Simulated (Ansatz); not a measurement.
**Axial (c/a) deformation path in TiAl**

Computed with Ansatz, DFT PBEsol, scalar-relativistic, plane waves, PAW. The runs took a 420 eV cutoff, a Γ-centred 24×24×14 mesh and Gaussian smearing (0.15 eV). No spin polarisation. Energies are free energies at this smearing, counted from the undisturbed cell; pressure is positive in compression.

Reference structure (relaxed at this level; it needn't be the usual structure):

```
Ti Al
1.0
     2.84782    0.00000    0.00000
    -1.42391    2.46629    0.00000
     0.00000    0.00000    4.61994
Ti Al
1 1
Direct
  0.00000 0.00000 0.00000
  0.33333 0.66667 0.50000
```

At fixed volume and fractional coordinates, lengths along (0.000, 0.000, 1.000) are scaled against those across it; ρ is that ratio over its starting value. The cell is metallic on the mesh throughout.

```csv
ρ,ΔE (meV/atom)
0.800,201.4
0.850,111.2
0.920,30.2
0.960,7.3
1.000,0.0
1.050,13.2
1.100,51.9
1.200,198.8
1.300,410.2
```

(1) Predict the pressure (GPa) at each point.

## Answers

(1)
| ρ | pressure (GPa) |
| --- | --- |
| 0.800 | 5.2 |
| 0.850 | 3.6 |
| 0.920 | 1.6 |
| 0.960 | 0.7 |
| 1.000 | 0.0 |
| 1.050 | -0.4 |
| 1.100 | -0.2 |
| 1.200 | 1.6 |
| 1.300 | 4.9 |

Cost: 9 runs of about 2.2 core-minutes in all, on Arm Neoverse V2 (shared hosts).